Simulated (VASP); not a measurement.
# Na: molecular dynamics with a thermostat

Na, Im-3m (no. 229), 16 atoms in the cell. PBE, molecular dynamics; PAW potentials Na (PBE set).

Ensemble: Nose-Hoover chain; Target temperature (K): 1600.

## Input

INCAR:
```
GGA = PE ; PREC = Normal
ENCUT = 200 ; EDIFF = 1E-6
NELMIN = 4 ; NELM = 60
ALGO = Fast ; LREAL = Auto
LASPH = True ; ISMEAR = -1
SIGMA = 0.069 ; ISYM = 0
LWAVE = False ; LCHARG = False
IBRION = 0 ; NSW = 60
POTIM = 2.0 ; TEBEG = 1600
ISIF = 2 ; RANDOM_SEED = 198416 0 0
MDALGO = 4 ; NHC_NCHAINS = 3
NHC_PERIOD = 30 ; KPAR = 2
```

KPOINTS:
```
k-points
0
Monkhorst-Pack
  2 2 2
```

POSCAR:
```
Na
1.0
    8.5640000000      0.0000000000      0.0000000000
    0.0000000000      8.5640000000      0.0000000000
    0.0000000000      0.0000000000      8.5640000000
Na
16
Direct
    0.0000000000      0.0000000000      0.0000000000
    0.0000000000      0.0000000000      0.5000000000
    0.0000000000      0.5000000000      0.0000000000
    0.0000000000      0.5000000000      0.5000000000
    0.5000000000      0.0000000000      0.0000000000
    0.5000000000      0.0000000000      0.5000000000
    0.5000000000      0.5000000000      0.0000000000
    0.5000000000      0.5000000000      0.5000000000
    0.2500000000      0.2500000000      0.2500000000
    0.2500000000      0.2500000000      0.7500000000
    0.2500000000      0.7500000000      0.2500000000
    0.2500000000      0.7500000000      0.7500000000
    0.7500000000      0.2500000000      0.2500000000
    0.7500000000      0.2500000000      0.7500000000
    0.7500000000      0.7500000000      0.2500000000
    0.7500000000      0.7500000000      0.7500000000
```

Commands:
```
cat potpaw_PBE.64/Na/POTCAR > POTCAR
mpirun -np 2 vasp_std > vasp.out
```

## Result

- Mean temperature (K): 1003
- Standard error of the mean temperature (K): 155
- Relative fluctuation of the kinetic energy: 0.319
- Canonical value of that fluctuation: 0.211
- Rise of the mean potential energy above the start (meV/atom): 98.4
- Electronic steps per ionic step after the first: 4.1

Course of the run:

| Time (fs) | Temperature (K) | Potential energy less the first (meV/atom) |
|---|---|---|
| 2 | 1600 | 0.0 |
| 12 | 1555 | 5.5 |
| 20 | 1456 | 17.7 |
| 30 | 1269 | 41.5 |
| 38 | 1087 | 65.6 |
| 48 | 858 | 97.6 |
| 56 | 709 | 120.7 |
| 66 | 603 | 141.5 |
| 74 | 599 | 150.0 |
| 84 | 686 | 151.1 |
| 92 | 799 | 147.1 |
| 102 | 942 | 140.8 |
| 110 | 1025 | 138.5 |
| 120 | 1069 | 142.4 |

REPORT:
```
MDALGO =   4
           NHC_NCHAINS =   3
            NHC_PERIOD =    30
            NHC_NRESPA =    1
                NHC_NS =  1
               SCALING =       0
                 CNEXP =     9.000   14.000
           RANDOM_SEED =            198416                0                0

   original number of atomic DOF:         45
   number of independent constraints:      0
   number of active DOF:                  45

========================================
         MD step No.       1
========================================

  Atomic velocities initialized by STEP_tb

  >Nose-Hoover_chains
                       xs       vs(fs^-1)
   nhc_s>   0.77619673E-12   0.15522318E-11
   nhc_s>  -0.13889371E-03  -0.27779707E-03
   nhc_s>  -0.13888889E-03  -0.27773919E-03

  >Energies
                    E_tot             E_pot             E_kin               EPS                ES
   e_b>   -0.17630155E+02   -0.20732414E+02    0.31022589E+01    0.38296832E-04   -0.38300152E-04

  >Temperature
               T_sim     T_inst
   tmprt>   1600.000   1600.000

           RANDOM_SEED =            198416               96                0

[... steps left out ...]

========================================
         MD step No.      60
========================================

  >Nose-Hoover_chains
                       xs       vs(fs^-1)
   nhc_s>  -0.41344207E+00  -0.34898806E-02
   nhc_s>   0.13586478E+01   0.27091707E-01
   nhc_s>   0.25328539E+00   0.56002714E-01

  >Energies
                    E_tot             E_pot             E_kin               EPS                ES
   e_b>   -0.17628743E+02   -0.18454609E+02    0.20722794E+01    0.10965447E+01   -0.23429582E+01

  >Temperature
               T_sim     T_inst
   tmprt>   1600.000   1068.785

           RANDOM_SEED =            198416               96                0
```

OSZICAR:
```
N       E                     dE             d eps       ncg     rms          rms(c)
DAV:   1    -0.114002448481E+02   -0.11400E+02   -0.17515E+03   136   0.247E+02
DAV:   2    -0.203621400278E+02   -0.89619E+01   -0.82933E+01   206   0.363E+01
DAV:   3    -0.207236990393E+02   -0.36156E+00   -0.35233E+00   167   0.710E+00
DAV:   4    -0.207336520579E+02   -0.99530E-02   -0.99446E-02   206   0.129E+00
DAV:   5    -0.207336877057E+02   -0.35648E-04   -0.35645E-04   190   0.804E-02    0.820E-01
RMM:   6    -0.207348592952E+02   -0.11716E-02   -0.67771E-04   136   0.149E-01    0.551E-01
RMM:   7    -0.207324526136E+02    0.24067E-02   -0.21019E-03   136   0.295E-01    0.317E-02
RMM:   8    -0.207324160721E+02    0.36541E-04   -0.17610E-05   140   0.255E-02    0.681E-03
RMM:   9    -0.207324140959E+02    0.19762E-05   -0.52852E-06   123   0.143E-02    0.559E-04
RMM:  10    -0.207324143617E+02   -0.26584E-06   -0.17896E-06    83   0.657E-03
      1 T=  1600. E= -.17630155E+02 F= -.20732414E+02 E0= -.20577206E+02  EK= 0.31023E+01 SP= -.38E-04 SK= 0.38E-04
       N       E                     dE             d eps       ncg     rms          rms(c)
[... left out ...]
     58 T=  1060. E= -.17614270E+02 F= -.18495326E+02 E0= -.18384627E+02  EK= 0.20696E+01 SP= -.23E+01 SK= 0.11E+01
     59 T=  1066. E= -.17614268E+02 F= -.18477616E+02 E0= -.18365820E+02  EK= 0.20809E+01 SP= -.23E+01 SK= 0.11E+01
[... last step whole ...]
       N       E                     dE             d eps       ncg     rms          rms(c)
DAV:   1    -0.184546075053E+02    0.23008E-01   -0.12918E-03   140   0.132E-01    0.502E-04
RMM:   2    -0.184546088537E+02   -0.13485E-05   -0.13419E-05   136   0.247E-02    0.300E-04
RMM:   3    -0.184546090071E+02   -0.15339E-06   -0.15159E-06    90   0.754E-03    0.225E-04
RMM:   4    -0.184546090314E+02   -0.24297E-07   -0.22857E-07    78   0.264E-03
     60 T=  1069. E= -.17614229E+02 F= -.18454609E+02 E0= -.18341847E+02  EK= 0.20868E+01 SP= -.23E+01 SK= 0.11E+01
```

Limits: 120 fs of 16 atoms are too short for converged averages.

VASP 6.6.1 took 168 s on 2 cores (Intel Xeon Platinum 8259CL @ 2.50GHz (Skylake/Cascade Lake)), a shared host.
